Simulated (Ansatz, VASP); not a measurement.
# One calculation of SiC (Moissanite 3C), two programs

The input INCAR:

```
SYSTEM = SiC
  ALGO = Normal
  EDIFF = 1E-7
  EDIFFG = -0.005
  ENCUT = 600
  GGA = RE
  IBRION = 2
  ISIF = 3
  ISMEAR = -1
  IVDW = 12
  LASPH = .TRUE.
  LCHARG = .FALSE.
  LREAL = .FALSE.
  LWAVE = .FALSE.
  NELM = 60
  NSW = 40
  PREC = Accurate
  SIGMA = 0.05
```

The input KPOINTS:

```
k-points
0
G
  10 10 10
  0 0 0
```

POSCAR

```
SiC
1.0
    0.0000000000      2.1790000000      2.1790000000
    2.1790000000      0.0000000000      2.1790000000
    2.1790000000      2.1790000000      0.0000000000
Si C
1 1
Direct
    0.0000000000      0.0000000000      0.0000000000
    0.7500000000      0.7500000000      0.7500000000
```

Contents of input.yaml:

```yaml
crystal:
  lattice:
    - [0.0, 2.179, 2.179]
    - [2.179, 0.0, 2.179]
    - [2.179, 2.179, 0.0]
  atoms:
    - { symbol: Si, position: [0.0, 0.0, 0.0] }
    - { symbol: C, position: [0.75, 0.75, 0.75] }
hamiltonian:
  xc: revpbe
  pseudopotentials: { kind: paw }
  dispersion: d3bj
kpoints:
  mp_grid: { grid: [10, 10, 10] }
scf:
  occupations: { method: fermi_dirac, width: 0.05 }
output:
  forces: true
  stress: true
  eigenvalues: true
relax:
  f_tol: 0.01
  max_steps: 40
  cell: { stress_tol: 0.05 }
```

Alike in both runs: task relaxation of cell and atoms; functional revPBE; dispersion D3(BJ); k mesh 10 × 10 × 10; occupations fermi-dirac, width 0.05 eV; no spin polarisation.

|  | VASP | Ansatz |
| --- | --- | --- |
| version | VASP 6.6.1 | Ansatz 0.2.0 |
| potentials or method | VASP PAW PBE potentials, release 64 (Si, C) | Ansatz PAW |
| plane-wave cutoff (eV) | 600 | 420 |
| valence electrons in the cell | 8 | 8 |

Ansatz gave:

* gap on the k mesh at the Fermi level, each at its own relaxed structure (eV): 1.35
* relaxed volume (Å³/atom): 10.17
* relaxed cell length with the largest relative difference (Å): 3.064
* energy change over the relaxation (meV/atom): -2

**Question.** Estimate VASP's values.

**Answer.** gap on the k mesh at the Fermi level, each at its own relaxed structure (eV): 1.34; relaxed volume (Å³/atom): 10.15; relaxed cell length with the largest relative difference (Å): 3.062; energy change over the relaxation (meV/atom): -3.

Caveats: the PAW data sets were made with another functional, which shifts forces and pressure a little (VASP); the plane-wave basis is chosen anew once the cell has moved, so the energies of steps on either side of that aren't comparable (Ansatz); the PAW data sets come from PBE, with cores solved anew for the run's functional, which leaves a small shift of forces and pressure (Ansatz). A k mesh can miss the band edges. A hybrid or GW would open this gap; revPBE tends to underestimate it.
